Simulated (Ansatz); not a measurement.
# SrO (Fm-3m) in Ansatz: notebook

One crystal, SrO, is run at these levels: r2SCAN+rVV10; tasks: single point, equation of state.

Program: Ansatz 0.2.0. These are calculated values, not measurements. Logs are shortened: lines on timing, memory, paths and dates and some standing lists are left out, and cuts for length are marked.

### Step 1. The crystal as given

The structure is cubic, space group Fm-3m (No. 225). Conventional cell: a = 5.133 Å, b = 5.133 Å, c = 5.133 Å, α = 90.00°, β = 90.00°, γ = 90.00°. Sr (site symmetry m-3m) has 6 O at 2.57 Å as nearest neighbours. O (site symmetry m-3m) has 6 Sr at 2.57 Å as nearest neighbours.

### Step 2. Single point, r2SCAN+rVV10, 15.89 Å³/atom (volume scaled by 0.94)

The input, input.yaml:

```yaml
crystal:
  lattice:
    - [0.0, 2.5139118308, 2.5139118308]
    - [2.5139118308, 0.0, 2.5139118308]
    - [2.5139118308, 2.5139118308, 0.0]
  atoms:
    - { symbol: Sr, position: [0.5, 0.5, 0.5] }
    - { symbol: O, position: [0.0, 0.0, 0.0] }
hamiltonian:
  xc: r2scan
  pseudopotentials: { kind: paw }
  dispersion: rvv10
kpoints:
  mp_grid: { grid: [9, 9, 9] }
scf:
  occupations: { method: fermi_dirac, width: 0.05 }
output:
  forces: true
  stress: true
  eigenvalues: true
  write_density: true
  write_potential: true
  elf: true
  volumetric_format: npy
```

Potentials or basis: Ansatz PAW.

Started as:

```
$ ansatz run input.yaml --threads 2 --pin off --max-ram 5120MiB --backend cpu --events-out ev --progress --plain --runs-dir out
```

Log:

```text
Warning: RAYON_NUM_THREADS=2 ignored (pool sized by the plan → 2); use --threads N
Engine: ansatz 0.2.0, aarch64-unknown-linux-gnu
Pseudopotentials: kind: paw
Pseudopotential: Sr, paw, valence charge 10, recommended cutoff 500 eV (meta_gga), Sr.paw.azcp
Pseudopotential: O, paw, valence charge 6, recommended cutoff 500 eV (meta_gga), O.paw.azcp
Functional definition: r2SCAN+rVV10
  parameter k0 = 0.174
  parameter k1 = 0.065
  parameter a1 = 4.9479
  exchange = r2scan_x(k0 = k0, k1 = k1, a1 = a1)
  correlation = r2scan_c + rvv10(11.95, 0.0093)
Crystal: 2 atoms, lattice volume = 31.775 Å³
Basis set: ecut = 500 eV, 869 PW (Γ), exchange–correlation on 120×120×120 points (64 copies of the dense FFT grid, shifted against one another)
Bands: 12, of which v1, the nominal top of the filled ones, is band 8 counted from 1 (7 counted from 0)
Symmetry: 48 space group operations
Space group: Fm-3m (ITA 225), of the structure as read, at distance tolerance 3.2e-5 Å
k-points: 35 of 729
Non-local potential: Sr, projectors of the file, l = 0: 3, l = 1: 2, l = 2: 2
Non-local potential: O, projectors of the file, l = 0: 2, l = 1: 2, l = 2: 1
PAW form: soft (Blöchl's): semilocal exchange-correlation on the pseudo side does not see the compensation charge
rVV10 density: all electrons in the spheres
PAW frozen core: Sr, regenerated for the run's functional (the file was generated under x = pbe(κ = 0.804, μ = 0.2195149727645171), c = pbe(β = 0.06672455060314922))
PAW frozen core: O, regenerated for the run's functional (the file was generated under x = pbe(κ = 0.804, μ = 0.2195149727645171), c = pbe(β = 0.06672455060314922))
PAW one-centre angular grid: Sr, 302 points (default); XC on 160 Gauss nodes
PAW one-centre angular grid: O, 302 points (default); XC on 160 Gauss nodes
Initial density: superposition of atomic densities (neutral atoms: chi_scale 0, normalization atom), corrected by the library's trained network
Initial wavefunctions: pseudopotential atomic-orbital guess
Functional: x = r2scan, c = r2scan + rvv10(b = 11.95, C = 0.0093); τ floored in thin density (d = 2e-4 eV/Å³)
SCF iter   1: F=—  HF=-4125.202695 eV  |F-HF|=—  |Δ(HF+E_count)|=         —  Δρ=6.76e-3  dr2=1.85e-2  dr2_τ=6.15e-2  ethr=1.77e-3  ⟨swp⟩=8.2  Hψ=3351  notcnv=0
preconditioner: auto → none  [insulator: Δε(μ)=3.956 eV  Ē_g=17.493 eV  σ=0.050 eV  W_gap=1.00  n_scr=8 (ndim 8)  ℏωp=24.6 eV  f_vac=0.000  D(μ)=0.00/eV (n_scr^D=0)  ε∞_Penn≈3.0]
SCF iter   2: F=—  HF=-4125.297909 eV  |F-HF|=—  |Δ(HF+E_count)|=   9.52e-2  Δρ=6.57e-3  dr2=6.62e-3  dr2_τ=1.92e-3  ethr=1.16e-4  ⟨swp⟩=2.5  Hψ=1108  notcnv=0
SCF iter   3: F=—  HF=-4125.296679 eV  |F-HF|=—  |Δ(HF+E_count)|=   1.23e-3  Δρ=2.17e-3  dr2=7.57e-4  dr2_τ=9.94e-5  ethr=4.14e-5  ⟨swp⟩=2.0  Hψ=610  notcnv=0
SCF iter   4: F=—  HF=-4125.296653 eV  |F-HF|=—  |Δ(HF+E_count)|=   2.54e-5  Δρ=4.94e-4  dr2=3.89e-5  dr2_τ=7.91e-6  ethr=4.73e-6  ⟨swp⟩=2.6  Hψ=645  notcnv=0
SCF iter   5: F=—  HF=-4125.296652 eV  |F-HF|=—  |Δ(HF+E_count)|=   1.66e-6  Δρ=1.00e-4  dr2=1.91e-6  dr2_τ=2.70e-7  ethr=2.43e-7  ⟨swp⟩=2.3  Hψ=583  notcnv=0
SCF iter   6: F=—  HF=-4125.296652 eV  |F-HF|=—  |Δ(HF+E_count)|=   8.17e-9  Δρ=2.21e-5  dr2=1.69e-7  dr2_τ=1.76e-8  ethr=1.19e-8  ⟨swp⟩=2.4  Hψ=653  notcnv=0
SCF iter   7: F=-4125.296652 eV  HF=-4125.296652 eV  |F-HF|=1.68e-8  |Δ(HF+E_count)|=   3.26e-9  Δρ=8.03e-6  dr2=2.22e-8  dr2_τ=7.62e-10  ethr=6.25e-10  ⟨swp⟩=9.8  Hψ=2854  notcnv=0
SCF 1 converged in 7 iterations: F = -4125.296652 eV  dr2 = 2.22e-8
SCF converged after 7 iterations
Free energy (F): -4125.296652 eV
Harris-Foulkes:  -4125.296652 eV  (|F-HF|=1.68e-8)
Internal energy: -4125.296652 eV  (E = F + TS)
E sigma→0 (E₀):  -4125.296652 eV
Fermi energy:    10.261310 eV
--- Per-component energies (eV) ---
  E_band       = -55.789688
  E_kinetic    = 427.053615
  E_local      = -832.153588  (includes V_loc(G=0)·N_el)
  E_nonlocal   = 249.202123
  E_hartree    = 224.701139
  E_xc         = -238.344666
  E_vxc        = -287.481908  (∫ρ·V_xc dr)
  E_paw        = -2875.410413  (= ΣΔE_a)
  E_vpaw       = -78.201721  (= ΣTr[D̂ρ^β])
  E_aug_tail   = 0.000760  (compensation charges beyond the density's cutoff)
  E_vtau       = 16.391125  (kinetic-family band-sum trace: ∫τ·v_τ [+ j·A + Jᵃ·Aᵃ] dr)
  E_ewald      = -1080.167645
  E_core_change = -0.177977  (= ΣΔE_core)
  E_smearing   = -0.000000  (= −TS)
  E_closure    = -0.000000  (closes the sum)
  Σ components = -4125.296652   (vs F -4125.296652, Δ=0.00e0)
--- Forces (eV/Å), atoms counted from 1 ---
  atom   1  Sr     0.00000000    -0.00000000    -0.00000000
  atom   2  O     -0.00000000     0.00000000    -0.00000000
  max |Σ_I F_I| component: 1.05e-29 eV/Å
--- Stress (GPa, compression-positive) ---
        7.464396      -0.000000      -0.000000
        0.000000       7.464396      -0.000000
        0.000000       0.000000       7.464396
  P = ⅓ Tr σ = 7.4644 GPa (74.644 kbar)
--- Band table (eV; the first three rows and the last of 35) ---
  k-point 0: bands = ["-24.7190", "-7.7388", "-5.6608", "-5.6608", "-5.6608", "8.3432", "8.3432", "8.3432", "13.4729", "15.3164", "15.3164", "15.3164"]
  k-point 1: bands = ["-24.6970", "-7.9766", "-5.6715", "-5.6715", "-5.4758", "7.9825", "8.1709", "8.1709", "14.0480", "15.1562", "15.5816", "15.5816"]
  k-point 2: bands = ["-24.6408", "-8.4626", "-5.6982", "-5.6982", "-5.1243", "7.2400", "7.7731", "7.7731", "15.0378", "15.3983", "16.3240", "16.3240"]
  k-point 34: bands = ["-24.4744", "-8.4237", "-6.4429", "-6.4164", "-5.2233", "7.1402", "7.9000", "8.0315", "14.5841", "15.7265", "18.3245", "20.4390"]
```

It took 2.9 s on 2 threads of Arm Neoverse V1, shared host; peak memory 0.41 GiB.

What came out:

- Free energy: -4125.2967 eV
- Pressure: 7.5 GPa
- Band gap on the k mesh: 3.77 eV, indirect (least direct gap 3.80 eV)

Caveat: odd divisions of the mesh miss points on the zone boundary, where band edges often lie, so the gap on the mesh can be too wide; the PAW data sets come from PBE, with cores solved anew for the run's functional, which leaves a small shift of forces and pressure.

### Step 3. Single point, r2SCAN+rVV10, 16.23 Å³/atom (volume scaled by 0.96)

The input, input.yaml:

```yaml
crystal:
  lattice:
    - [0.0, 2.5316160185, 2.5316160185]
    - [2.5316160185, 0.0, 2.5316160185]
    - [2.5316160185, 2.5316160185, 0.0]
  atoms:
    - { symbol: Sr, position: [0.5, 0.5, 0.5] }
    - { symbol: O, position: [0.0, 0.0, 0.0] }
hamiltonian:
  xc: r2scan
  pseudopotentials: { kind: paw }
  dispersion: rvv10
kpoints:
  mp_grid: { grid: [9, 9, 9] }
scf:
  occupations: { method: fermi_dirac, width: 0.05 }
output:
  forces: true
  stress: true
  eigenvalues: true
```

Potentials or basis: Ansatz PAW.

Started as:

```
$ ansatz run input.yaml --threads 2 --pin off --max-ram 5120MiB --backend cpu --events-out ev --progress --plain --runs-dir out
```

Wall time 2.4 s (2 threads of Arm Neoverse V1, shared host); peak memory 0.4 GiB.

The run converged. Its results:

| Item | Value |
| --- | --- |
| Free energy | -4125.3226 eV |
| Pressure | 4.9 GPa |
| Band gap on the k mesh | 3.78 eV, indirect (least direct gap 3.83 eV) |

Caveat: odd divisions of the mesh miss points on the zone boundary, where band edges often lie, so the gap on the mesh can be too wide; the PAW data sets come from PBE, with cores solved anew for the run's functional, which leaves a small shift of forces and pressure.

### Step 4. Single point, r2SCAN+rVV10, 16.56 Å³/atom (volume scaled by 0.98)

input.yaml, as its differences from that of step 3:

```diff
@@ -2,5 +2,5 @@
   lattice:
-    - [0.0, 2.5316160185, 2.5316160185]
-    - [2.5316160185, 0.0, 2.5316160185]
-    - [2.5316160185, 2.5316160185, 0.0]
+    - [0.0, 2.5490759911, 2.5490759911]
+    - [2.5490759911, 0.0, 2.5490759911]
+    - [2.5490759911, 2.5490759911, 0.0]
   atoms:
```

Started as:

```
$ ansatz run input.yaml --threads 2 --pin off --max-ram 5120MiB --backend cpu --events-out ev --progress --plain --runs-dir out
```

Wall time 2.4 s (2 threads of Arm Neoverse V1, shared host); peak memory 0.4 GiB.

It converged, with:

```yaml
Free_energy: -4125.3381 eV
Pressure: 2.5 GPa
Band_gap_on_the_k_mesh: 3.80 eV, indirect (least direct gap 3.86 eV)
```

Caveat: odd divisions of the mesh miss points on the zone boundary, where band edges often lie, so the gap on the mesh can be too wide; the PAW data sets come from PBE, with cores solved anew for the run's functional, which leaves a small shift of forces and pressure.

### Step 5. Single point, r2SCAN+rVV10, 16.90 Å³/atom

input.yaml, as its differences from that of step 4:

```diff
@@ -2,5 +2,5 @@
   lattice:
-    - [0.0, 2.5490759911, 2.5490759911]
-    - [2.5490759911, 0.0, 2.5490759911]
-    - [2.5490759911, 2.5490759911, 0.0]
+    - [0.0, 2.5663, 2.5663]
+    - [2.5663, 0.0, 2.5663]
+    - [2.5663, 2.5663, 0.0]
   atoms:
@@ -20 +20,5 @@
   eigenvalues: true
+  write_density: true
+  write_potential: true
+  elf: true
+  volumetric_format: npy
```

Started as:

```
$ ansatz run input.yaml --threads 2 --pin off --max-ram 5120MiB --backend cpu --events-out ev --progress --plain --runs-dir out
```

It took 2.9 s on 2 threads of Arm Neoverse V1, shared host; peak memory 0.41 GiB.

The run converged. Its results:

- Free energy: -4125.3443 eV
- Pressure: 0.4 GPa
- Band gap on the k mesh: 3.80 eV, indirect (least direct gap 3.88 eV)

Caveat: odd divisions of the mesh miss points on the zone boundary, where band edges often lie, so the gap on the mesh can be too wide; the PAW data sets come from PBE, with cores solved anew for the run's functional, which leaves a small shift of forces and pressure.

### Step 6. Single point, r2SCAN+rVV10, 17.24 Å³/atom (volume scaled by 1.02)

input.yaml, as its differences from that of step 5:

```diff
@@ -2,5 +2,5 @@
   lattice:
-    - [0.0, 2.5663, 2.5663]
-    - [2.5663, 0.0, 2.5663]
-    - [2.5663, 2.5663, 0.0]
+    - [0.0, 2.5832958595, 2.5832958595]
+    - [2.5832958595, 0.0, 2.5832958595]
+    - [2.5832958595, 2.5832958595, 0.0]
   atoms:
```

Potentials or basis: Ansatz PAW.

Started as:

```
$ ansatz run input.yaml --threads 2 --pin off --max-ram 5120MiB --backend cpu --events-out ev --progress --plain --runs-dir out
```

Run time: 3.1 s. Hardware: 2 threads of Arm Neoverse V1, shared host; peak memory 0.41 GiB.

The run converged. Its results:

```yaml
Free_energy: -4125.3422 eV
Pressure: -1.4 GPa
Band_gap_on_the_k_mesh: 3.81 eV, indirect (least direct gap 3.90 eV)
```

Caveat: odd divisions of the mesh miss points on the zone boundary, where band edges often lie, so the gap on the mesh can be too wide; the PAW data sets come from PBE, with cores solved anew for the run's functional, which leaves a small shift of forces and pressure.

### Step 7. Single point, r2SCAN+rVV10, 17.58 Å³/atom (volume scaled by 1.04)

The input, input.yaml:

```yaml
crystal:
  lattice:
    - [0.0, 2.600070978, 2.600070978]
    - [2.600070978, 0.0, 2.600070978]
    - [2.600070978, 2.600070978, 0.0]
  atoms:
    - { symbol: Sr, position: [0.5, 0.5, 0.5] }
    - { symbol: O, position: [0.0, 0.0, 0.0] }
hamiltonian:
  xc: r2scan
  pseudopotentials: { kind: paw }
  dispersion: rvv10
kpoints:
  mp_grid: { grid: [9, 9, 9] }
scf:
  occupations: { method: fermi_dirac, width: 0.05 }
output:
  forces: true
  stress: true
  eigenvalues: true
```

Started as:

```
$ ansatz run input.yaml --threads 2 --pin off --max-ram 5120MiB --backend cpu --events-out ev --progress --plain --runs-dir out
```

Wall time 2.6 s (2 threads of Arm Neoverse V1, shared host); peak memory 0.4 GiB.

It converged, with:

```
Free energy            : -4125.3326 eV
Pressure               : -3.1 GPa
Band gap on the k mesh : 3.82 eV, indirect (least direct gap 3.92 eV)
```

Caveat: odd divisions of the mesh miss points on the zone boundary, where band edges often lie, so the gap on the mesh can be too wide; the PAW data sets come from PBE, with cores solved anew for the run's functional, which leaves a small shift of forces and pressure.

### Step 8. Single point, r2SCAN+rVV10, 17.92 Å³/atom (volume scaled by 1.06)

input.yaml, as its differences from that of step 7:

```diff
@@ -2,5 +2,5 @@
   lattice:
-    - [0.0, 2.600070978, 2.600070978]
-    - [2.600070978, 0.0, 2.600070978]
-    - [2.600070978, 2.600070978, 0.0]
+    - [0.0, 2.6166323862, 2.6166323862]
+    - [2.6166323862, 0.0, 2.6166323862]
+    - [2.6166323862, 2.6166323862, 0.0]
   atoms:
@@ -20 +20,5 @@
   eigenvalues: true
+  write_density: true
+  write_potential: true
+  elf: true
+  volumetric_format: npy
```

Started as:

```
$ ansatz run input.yaml --threads 2 --pin off --max-ram 5120MiB --backend cpu --events-out ev --progress --plain --runs-dir out
```

Run time: 3.1 s. Hardware: 2 threads of Arm Neoverse V1, shared host; peak memory 0.44 GiB.

The run converged. Its results:

```yaml
Free_energy: -4125.3163 eV
Pressure: -4.6 GPa
Band_gap_on_the_k_mesh: 3.82 eV, indirect (least direct gap 3.94 eV)
```

Caveat: odd divisions of the mesh miss points on the zone boundary, where band edges often lie, so the gap on the mesh can be too wide; the PAW data sets come from PBE, with cores solved anew for the run's functional, which leaves a small shift of forces and pressure.

### Step 9. Equation of state, r2SCAN+rVV10

Potentials or basis: Ansatz PAW.

This step only gathers the single runs of the series.

What came out:

```
Equilibrium volume                      : 16.98 Å³/atom
Bulk modulus                            : 97 GPa
Pressure derivative of the bulk modulus : 4.5
```

Energy against volume, from the lowest point:
```tsv
volume (Å³/atom)	energy (meV/atom)
15.887	23.84
16.225	10.88
16.563	3.11
16.901	0.00
17.239	1.07
17.577	5.87
17.915	14.03
```

Caveat: the PAW data sets were made with another functional, which shifts forces and pressure a little. Zero-point motion and thermal expansion aren't in these numbers.
